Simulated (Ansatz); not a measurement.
BaTiO3:

```
CELL_PARAMETERS angstrom
0.00000 -2.83705 -2.84580
-3.98410 2.83705 -2.84580
3.98410 2.83705 -2.84580
ATOMIC_POSITIONS crystal
Ba 0.01483 0.52342 0.49595
Ba 0.98517 0.97658 0.00405
Ti 0.46949 0.00348 0.49813
Ti 0.51471 0.48862 0.99397
O 0.48613 0.25419 0.28052
O 0.52967 0.75371 0.72738
O 0.43502 0.81668 0.27996
O 0.55996 0.18961 0.72633
O 0.02114 0.00157 0.50510
O 0.99144 0.49592 0.99239
```

| Quantity | Value |
| --- | --- |
| Program | Ansatz 0.2.0 |
| Task | relaxation of cell and atoms |
| Functional | PBEsol |
| Potentials or basis | Ansatz PAW |
| Cutoff | 420 eV (not typed: the program's choice for these potentials) |
| k mesh | 7 × 5 × 5 |
| Occupations | fermi-dirac, width 0.05 eV |
| Spin | no spin polarisation |
| Hubbard terms | Ti d U = 5 eV |

At the start: volume 12.87 Å³/atom.

**Question.** How do energy, volume and symmetry change on relaxing?

**Answer.** It ends after 8 steps and the volume is 12.64 Å³/atom (-1.8 %); space group Pm-3m (No. 221, to 0.05 Å).

Step by step:
| step | energy change (eV) | largest force (eV/Å) | volume (Å³) |
| --- | --- | --- | --- |
| 1 | 0.0000 | 11.8535 | 128.67 |
| 2 | -3.3664 | 4.8663 | 127.75 |
| 3 | -4.3857 | 1.7725 | 126.67 |
| 4 | -4.5429 | 0.0247 | 126.46 |
| 5 | -4.5453 | 0.0032 | 126.43 |
| 6 | -4.5378 | 0.0031 | 126.43 |
| 7 | -4.5382 | 0.0006 | 126.35 |
| 8 | -4.5377 | 0.0006 | 126.35 |

Final structure:
```
Ba Ti O
1.0
    -0.00002   -2.81625   -2.81628
    -3.98272    2.81617   -2.81623
     3.98271    2.81620   -2.81620
Ba Ti O
2 2 6
Direct
  0.00072 0.50034 0.50039
  0.00072 0.00035 0.00038
  0.50063 0.00029 0.50038
  0.50069 0.50030 0.00039
  0.50079 0.25042 0.25036
  0.50079 0.75043 0.75036
  0.50078 0.75042 0.25039
  0.50078 0.25042 0.75039
  0.00084 0.00040 0.50037
  0.00080 0.50041 0.00038
```

Caveat: the electronic state changed during the relaxation; the plane-wave basis is chosen anew once the cell has moved, so the energies of steps on either side of that aren't comparable; the pressure holds a Pulay correction of +0.6 GPa for the finite cutoff; the PAW data sets come from PBE, with cores solved anew for the run's functional, which leaves a small shift of forces and pressure.
